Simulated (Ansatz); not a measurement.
# InAs (CsCl type): Wannier functions and tight-binding models

Aim: build maximally localised Wannier functions for InAs (CsCl type) from several sets of trial orbitals, and check spreads and centres, and how well the models interpolate the bands. Plan: PBE, anion s p, 6×6×6; PBE, anion s p, 4×4×4; PBE, anion p, 6×6×6; r2SCAN, anion s p, 6×6×6; r2SCAN, anion p, 6×6×6 (level, trial orbitals, Wannier mesh).

Program: Ansatz 0.2.0. Level of theory: plane waves, PAW. These are calculated values, not measurements.

1 further run of the same task is left out (it didn't finish).

## (1) The system as given

It takes space group Pm-3m (No. 221, cubic). The conventional cell has a = 3.537 Å, b = 3.537 Å, c = 3.537 Å, α = 90.00°, β = 90.00°, γ = 90.00°. In (site symmetry m-3m) has 8 As at 3.06 Å as nearest neighbours. As (site symmetry m-3m) has 8 In at 3.06 Å as nearest neighbours.

Coordinates:

```
In As
1.0
     3.53654    0.00000    0.00000
     0.00000    3.53654    0.00000
     0.00000    0.00000    3.53654
In As
1 1
Direct
  0.00000 0.00000 0.00000
  0.50000 0.50000 0.50000
```

Cell and atoms come from an earlier r2SCAN relaxation. No run includes spin-orbit coupling, which matters for In.

## (2) PBE, anion s p, 6×6×6

input.yaml

```yaml
crystal:
  lattice:
    - [3.536541079, 0.0, 0.0]
    - [0.0, 3.536541079, 0.0]
    - [0.0, 0.0, 3.536541079]
  atoms:
    - { symbol: In, position: [0.0, 0.0, 0.0] }
    - { symbol: As, position: [0.5, 0.5, 0.5] }
kpoints:
  mp_grid: { grid: [6, 6, 6] }
  band_path:
    path:
      - [[0.0, 0.0, 0.0], [-9.195761660076e-51, 0.5, 1.815267047037e-35], [0.5, 0.5, -1.089160228222e-34], [0.0, 0.0, 0.0], [0.5, 0.5, 0.5], [-9.195761660076e-51, 0.5, 1.815267047037e-35]]
      - [[0.5, 0.5, 0.5], [0.5, 0.5, -1.089160228222e-34]]
    npoints: 10
hamiltonian:
  xc: pbe
scf:
  occupations: { method: fermi_dirac, width: 0.02 }
  n_extra_bands: 6
output:
  forces: false
  stress: false
  eigenvalues: true
  wannier:
    kmesh: [6, 6, 6]
    projections: [{ species: As, l: s, shell: 4 }, { species: As, l: p, shell: 4 }]
    minimise: true
    write_hr: true
    conv_tol: 1.0e-08
    max_iter: 3000
  write_density: true
  write_potential: true
  elf: true
  volumetric_format: npy
```

On the command line:

```bash
ansatz run input.yaml --threads 4 --pin off --max-ram 3686MiB --backend cpu --events-out ev --progress --plain --runs-dir out
```

What it wrote:

```text
Warning: RAYON_NUM_THREADS=4 ignored (pool sized by the plan → 4); use --threads N
scf.n_extra_bands = 6 over 14 filled bands (N_el = 28.0): the run solves 20 bands
Engine: ansatz 0.2.0, aarch64-unknown-linux-gnu
Pseudopotentials: kind: paw
Pseudopotential: In, paw, valence charge 13, recommended cutoff 420 eV (normal), In.paw.azcp
Pseudopotential: As, paw, valence charge 15, recommended cutoff 420 eV (normal), As.paw.azcp
Functional definition: PBE
  parameter kappa = 0.804
  parameter beta = 0.06672455060314922
  exchange = pbe_x(kappa = kappa, mu = beta*pi^2/3)
  correlation = pbe_c(beta = beta)
Crystal: 2 atoms, lattice volume = 44.232 Å³
Basis set: ecut = 420 eV, 847 PW (Γ)
Bands: 20, of which v1, the nominal top of the filled ones, is band 14 counted from 1 (13 counted from 0)
Symmetry: 48 space group operations
Space group: Pm-3m (ITA 221), of the structure as read, at distance tolerance 3.5e-5 Å
k-points: 20 of 216
Non-local potential: In, projectors of the file, l = 0: 2, l = 1: 2, l = 2: 2, l = 3: 2
Non-local potential: As, projectors of the file, l = 0: 2, l = 1: 2, l = 2: 3, l = 3: 1
PAW form: soft (Blöchl's): semilocal exchange-correlation on the pseudo side does not see the compensation charge
PAW one-centre angular grid: In, 590 points (default); XC on 64 Gauss nodes
PAW one-centre angular grid: As, 590 points (default); XC on 64 Gauss nodes
Initial density: superposition of atomic densities (neutral atoms: chi_scale 0, normalization atom), corrected by the library's trained network
Initial wavefunctions: pseudopotential atomic-orbital guess
Functional: x = pbe(κ = 0.804, μ = 0.2195149727645171), c = pbe(β = 0.06672455060314922)
SCF iter   1: F=—  HF=-10453.584405 eV  |F-HF|=—  |Δ(HF+E_count)|=         —  Δρ=2.40e-3  dr2=5.32e-3  ethr=1.77e-3  ⟨swp⟩=6.3  Hψ=1949  notcnv=0
preconditioner: auto → Resta (q_TF=auto, 2.528 Å⁻¹)  ε∞=3.1  [insulator: Δε(μ)=0.091 eV  Ē_g=16.323 eV  σ=0.020 eV  W_gap=0.80  n_scr=18 (ndim 8)  ℏωp=23.7 eV  f_vac=0.000  D(μ)=1.68/eV (n_scr^D=18)  ε∞_Penn≈3.1]
SCF iter   2: F=—  HF=-10453.582330 eV  |F-HF|=—  |Δ(HF+E_count)|=   2.08e-3  Δρ=7.54e-4  dr2=3.69e-4  ethr=1.90e-5  ⟨swp⟩=2.0  Hψ=686  notcnv=0  defer=22
SCF iter   3: F=—  HF=-10453.582274 eV  |F-HF|=—  |Δ(HF+E_count)|=   5.57e-5  Δρ=2.95e-4  dr2=3.85e-5  ethr=1.32e-6  ⟨swp⟩=2.0  Hψ=582  notcnv=0  defer=22
SCF iter   4: F=—  HF=-10453.582283 eV  |F-HF|=—  |Δ(HF+E_count)|=   9.00e-6  Δρ=1.37e-4  dr2=5.04e-6  ethr=1.37e-7  ⟨swp⟩=2.9  Hψ=662  notcnv=0  defer=22
SCF iter   5: F=—  HF=-10453.582286 eV  |F-HF|=—  |Δ(HF+E_count)|=   2.71e-6  Δρ=1.89e-5  dr2=1.21e-7  ethr=1.80e-8  ⟨swp⟩=2.5  Hψ=519  notcnv=0  defer=22
SCF iter   6: F=-10453.582286 eV  HF=-10453.582286 eV  |F-HF|=4.47e-8  |Δ(HF+E_count)|=   5.00e-9  Δρ=1.09e-5  dr2=3.61e-8  ethr=3.57e-10  ⟨swp⟩=6.0  Hψ=1381  notcnv=0
SCF 1 converged in 6 iterations: F = -10453.582286 eV  dr2 = 3.61e-8
NSCF: frozen V_eff on 62 k-points
NSCF: frozen V_eff on 23 k-points
the Wannier pass solved 23 of the 216 points of its mesh, and has the states at the others by symmetry: states obtained by the crystal's operations at points that were solved too leave a residual of 1.95e-13 eV (read by the count's bands and the next), within 4.76e-6 eV
NSCF: frozen V_eff on 23 k-points
the Wannier pass solved 23 of the 216 points of its mesh, and has the states at the others by symmetry: states obtained by the crystal's operations at points that were solved too leave a residual of 2.67e-13 eV (read by the count's bands and the next), within 4.76e-6 eV
SCF converged after 6 iterations
Free energy (F): -10453.582286 eV
Harris-Foulkes:  -10453.582286 eV  (|F-HF|=4.47e-8)
Internal energy: -10453.578405 eV  (E = F + TS)
E sigma→0 (E₀):  -10453.580346 eV
Entropy (-TS):   -0.003880 eV (-1.940 meV/atom)
Fermi energy:    11.142984 eV
--- Per-component energies (eV) ---
  E_band       = -225.924753
  E_kinetic    = 344.195527
  E_local      = -2577.221500  (includes V_loc(G=0)·N_el)
  E_nonlocal   = -304.129941
  E_hartree    = 1278.797017
  E_xc         = -294.898772
  E_vxc        = -178.876462  (∫ρ·V_xc dr)
  E_paw        = -5987.749457  (= ΣΔE_a)
  E_vpaw       = -67.478446  (= ΣTr[D̂ρ^β])
  E_aug_tail   = 0.000034  (compensation charges beyond the density's cutoff)
  E_ewald      = -2912.571313
  E_smearing   = -0.003880  (= −TS)
  E_closure    = -0.000000  (closes the sum)
  Σ components = -10453.582286   (vs F -10453.582286, Δ=0.00e0)
--- Band table (eV; the first three rows and the last of 20) ---
  k-point 0: bands = ["-24.3907", "-24.3907", "-24.3884", "-24.3884", "-24.3884", "-3.3394", "-3.3394", "-3.1236", "-3.1236", "-3.1236", "-1.4671", "8.9711", "10.4850", "10.4850", "10.4850", "16.1521", "16.1521", "20.7990", "20.7990", "20.7990"]
  k-point 1: bands = ["-24.3907", "-24.3894", "-24.3888", "-24.3888", "-24.3884", "-3.3354", "-3.2958", "-3.1444", "-3.1444", "-3.1219", "-1.1915", "7.2303", "10.8005", "10.8005", "11.2921", "16.3876", "17.5055", "19.4927", "19.4927", "19.7436"]
  k-point 2: bands = ["-24.3906", "-24.3895", "-24.3895", "-24.3883", "-24.3866", "-3.3274", "-3.2104", "-3.1856", "-3.1856", "-3.1186", "-0.4604", "4.9523", "11.6163", "11.6163", "12.3435", "16.2236", "17.0462", "17.3048", "17.3048", "21.2143"]
  k-point 19: bands = ["-24.3913", "-24.3913", "-24.3913", "-24.3823", "-24.3823", "-3.3130", "-3.3130", "-3.3130", "-3.0268", "-3.0268", "2.0955", "9.0133", "9.0133", "9.0133", "9.9935", "11.0805", "11.0805", "11.0805", "28.7395", "28.7395"]
Wannier search: line search 1 of at most 3000: gauge-dependent spread (as the search counts it) 3.0180332 Å², largest recent change 2.3e-1 Å² and fall left 1.4e-3 Å² against conv_tol 1.0e-8 Å², 0 stops escaped
```

Run time: 1.7 s. Hardware: 4 threads of Arm Neoverse V1, shared host; peak memory 0.34 GiB.

wannier.win names the bands that the functions span: 11, combinations of 12-15 (counted from 1; 14 are filled by count, though the bands overlap). Combinations are drawn from entangled bands, so such a model needn't follow any one band.

The head of wannier.spreads.toml:

```toml
omega_i_ang2 = 9.388113823745144
omega_d_ang2 = 0.0017683217430078007
omega_od_ang2 = 1.9593587537917245
omega_total_ang2 = 11.349240899279875
least_projectability = 0.7672639886082145
b_vectors_match_mmn = true
n_iter = 42
converged = true
rejected_fitted_steps = 0
```

The functions (centres in Å, on-site energies from the highest level of the last filled band):

| n | x | y | z | spread (Å²) | on-site (eV) | nearest atoms | distance (Å) |
| --- | --- | --- | --- | --- | --- | --- | --- |
| 1 | 1.404 | 1.404 | 1.404 | 2.704 | -6.238 | As2 | 0.63 |
| 2 | 1.669 | 1.669 | 2.339 | 2.882 | -5.642 | As2 | 0.59 |
| 3 | 2.339 | 1.669 | 1.669 | 2.882 | -5.642 | As2 | 0.59 |
| 4 | 1.669 | 2.339 | 1.669 | 2.882 | -5.642 | As2 | 0.59 |

The largest hoppings ⟨m, 0|H|n, R⟩, one of each Hermitian pair (signs follow the phases of the functions):

| m | n | R | distance (Å) | t (eV) |
| --- | --- | --- | --- | --- |
| 1 | 3 | 0 0 0 | 1.01 | -2.052 |
| 1 | 4 | 0 0 0 | 1.01 | -2.052 |
| 1 | 2 | 0 0 0 | 1.01 | -2.052 |
| 3 | 4 | 0 0 0 | 0.95 | -1.782 |
| 2 | 3 | 0 0 0 | 0.95 | -1.782 |
| 2 | 4 | 0 0 0 | 0.95 | -1.782 |
| 3 | 1 | 1 0 0 | 2.63 | -1.036 |
| 4 | 1 | 0 1 0 | 2.63 | -1.036 |

Interpolated bands at the corners of the path, eV from the highest level of the last filled band:

| point | e1 | e2 | e3 | e4 |
| --- | --- | --- | --- | --- |
| Γ | -13.78 | -1.83 | -1.83 | -1.83 |
| X | -12.21 | -8.48 | -0.09 | -0.09 |
| M | -10.72 | -5.79 | -5.79 | 0.39 |
| Γ | -13.78 | -1.83 | -1.83 | -1.83 |
| R | -10.22 | -3.30 | -3.30 | -3.30 |
| X | -12.21 | -8.48 | -0.09 | -0.09 |
| R | -10.22 | -3.30 | -3.30 | -3.30 |
| M | -10.72 | -5.79 | -5.79 | 0.39 |

Along the path each interpolated band stays within 0.03, 0.93, 0.27, 0.04 eV of the nearest computed level, from the lowest band up.

Density in a lattice plane of the grid's cell (edges 3.54 and 3.54 Å, at 0.000 of the third edge), which holds In.

Values in e/Å³, 12 rows by 12 columns:
```
 9.05  6.41  2.50  0.72  0.22  0.12  0.09  0.12  0.22  0.72  2.50  6.41
 3.45  2.50  1.06  0.40  0.17  0.11  0.09  0.11  0.17  0.40  1.06  2.50
 0.93  0.72  0.40  0.22  0.13  0.10  0.09  0.10  0.13  0.22  0.40  0.72
 0.24  0.22  0.17  0.13  0.11  0.10  0.10  0.10  0.11  0.13  0.17  0.22
 0.12  0.12  0.11  0.10  0.10  0.10  0.10  0.10  0.10  0.10  0.11  0.12
 0.09  0.09  0.09  0.09  0.10  0.10  0.10  0.10  0.10  0.09  0.09  0.09
 0.12  0.12  0.11  0.10  0.10  0.10  0.10  0.10  0.10  0.10  0.11  0.12
 0.24  0.22  0.17  0.13  0.11  0.10  0.10  0.10  0.11  0.13  0.17  0.22
 0.93  0.72  0.40  0.22  0.13  0.10  0.09  0.10  0.13  0.22  0.40  0.72
 3.45  2.50  1.06  0.40  0.17  0.11  0.09  0.11  0.17  0.40  1.06  2.50
 9.05  6.41  2.50  0.72  0.22  0.12  0.09  0.12  0.22  0.72  2.50  6.41
13.01  9.05  3.45  0.93  0.24  0.12  0.09  0.12  0.24  0.93  3.45  9.05
```
Columns run along the first of these edges and rows up along the second, over one cell in 12 and 12 even steps from the bottom left corner. Atoms in the plane (fractional): In at (0.00, 0.00).

ELF in the same plane.

Ten even steps from ' ' (0.00) to '@' (0.27):
```
      ::++@@@@@@####**++==++**####@@@@@@++::    
    ::==##@@@@%%####**++==++**####%%@@@@##==::  
--==++##@@@@@@%%####**++++++**####%%@@@@@@##++==
%%%%@@@@@@@@%%######**++++++**######%%@@@@@@@@%%
@@@@@@@@%%%%######****++++++****######%%%%@@@@@@
%%%%%%%%##########****++++++****##########%%%%%%
################****++++++++++****##############
******************++++++++++++++****************
++++++++++++++++++++++++++++++++++++++++++++++++
======++++++++++++++++++++++++++++++++++++++====
++++++++++++++++++++++++++++++++++++++++++++++++
******************++++++++++++++****************
################****++++++++++****##############
%%%%%%%%##########****++++++****##########%%%%%%
@@@@@@@@%%%%######****++++++****######%%%%@@@@@@
%%%%@@@@@@@@%%######**++++++**######%%@@@@@@@@%%
--==++##@@@@@@%%####**++++++**####%%@@@@@@##++==
    ::==##@@@@%%####**++==++**####%%@@@@##==::  
      ::++@@@@@@####**++==++**####@@@@@@++::    
      ..==%%@@@@####**++==++**####@@@@%%==..    
```
Columns run along the first of these edges and rows up along the second, over one cell in 24 and 20 even steps from the bottom left corner. Atoms in the plane (fractional): In at (0.00, 0.00).

Both are smooth fields of the valence electrons: close to the nuclei they are not physical.

Outside the cores ELF peaks at 0.66 in the shell around As, 0.9 Å from As.

## (3) PBE, anion s p, 4×4×4

Edit input.yaml of step 2 so:

```diff
@@ -25,3 +25,3 @@
   wannier:
-    kmesh: [6, 6, 6]
+    kmesh: [4, 4, 4]
     projections: [{ species: As, l: s, shell: 4 }, { species: As, l: p, shell: 4 }]
```

On the command line:

```bash
ansatz run input.yaml --threads 4 --pin off --max-ram 3686MiB --backend cpu --events-out ev --progress --plain --runs-dir out
```

What it wrote, shortened:

```text
Warning: RAYON_NUM_THREADS=4 ignored (pool sized by the plan → 4); use --threads N
scf.n_extra_bands = 6 over 14 filled bands (N_el = 28.0): the run solves 20 bands
[...]
[... 4 set-up lines as earlier in the session ...]
[...]
Crystal: 2 atoms, lattice volume = 44.232 Å³
Basis set: ecut = 420 eV, 847 PW (Γ)
Bands: 20, of which v1, the nominal top of the filled ones, is band 14 counted from 1 (13 counted from 0)
[... 2 set-up lines as earlier in the session ...]
k-points: 20 of 216
[...]
SCF iter   1: F=—  HF=-10453.584405 eV  |F-HF|=—  |Δ(HF+E_count)|=         —  Δρ=2.40e-3  dr2=5.32e-3  ethr=1.77e-3  ⟨swp⟩=6.3  Hψ=1949  notcnv=0
[...]
NSCF: frozen V_eff on 13 k-points
the Wannier pass solved 13 of the 64 points of its mesh, and has the states at the others by symmetry: states obtained by the crystal's operations at points that were solved too leave a residual of 3.70e-13 eV (read by the count's bands and the next), within 4.17e-6 eV
SCF converged after 6 iterations
Free energy (F): -10453.582286 eV
[...]
E sigma→0 (E₀):  -10453.580346 eV
Entropy (-TS):   -0.003880 eV (-1.940 meV/atom)
Fermi energy:    11.142984 eV
[...]
--- Band table (eV; the first three rows and the last of 20) ---
  k-point 0: bands = ["-24.3907", "-24.3907", "-24.3884", "-24.3884", "-24.3884", "-3.3394", "-3.3394", "-3.1236", "-3.1236", "-3.1236", "-1.4671", "8.9711", "10.4850", "10.4850", "10.4850", "16.1521", "16.1521", "20.7990", "20.7990", "20.7990"]
[...]
Wannier search: line search 1 of at most 3000: gauge-dependent spread (as the search counts it) 2.7427044 Å², largest recent change 1.2e-1 Å² and fall left 7.1e-5 Å² against conv_tol 1.0e-8 Å², 0 stops escaped
```

It took 1.2 s on 4 threads of Arm Neoverse V1, shared host; peak memory 0.3 GiB.

wannier.win names the bands that the functions span: 11, combinations of 12-15 (counted from 1; 14 are filled by count, though the bands overlap). Combinations are drawn from entangled bands, so such a model needn't follow any one band.

The head of wannier.spreads.toml:

```toml
omega_i_ang2 = 7.750323976287518
omega_d_ang2 = 0.0020125835051521507
omega_od_ang2 = 1.7645441628241372
omega_total_ang2 = 9.516880722616808
least_projectability = 0.8063198298500538
b_vectors_match_mmn = true
n_iter = 37
converged = true
rejected_fitted_steps = 0
```

The functions (centres in Å, on-site energies from the highest level of the last filled band):

| n | x | y | z | spread (Å²) | on-site (eV) | nearest atoms | distance (Å) |
| --- | --- | --- | --- | --- | --- | --- | --- |
| 1 | 1.395 | 1.395 | 1.396 | 2.277 | -6.227 | As2 | 0.65 |
| 2 | 1.669 | 1.669 | 2.356 | 2.413 | -5.578 | As2 | 0.60 |
| 3 | 2.356 | 1.669 | 1.669 | 2.413 | -5.579 | As2 | 0.60 |
| 4 | 1.669 | 2.356 | 1.669 | 2.413 | -5.578 | As2 | 0.60 |

Along the path each interpolated band stays within 0.08, 1.13, 0.44, 0.11 eV of the nearest computed level, from the lowest band up.

Misses of an eV or more mean that the model does not follow those bands.

(Part 1 of 2 ends here.)
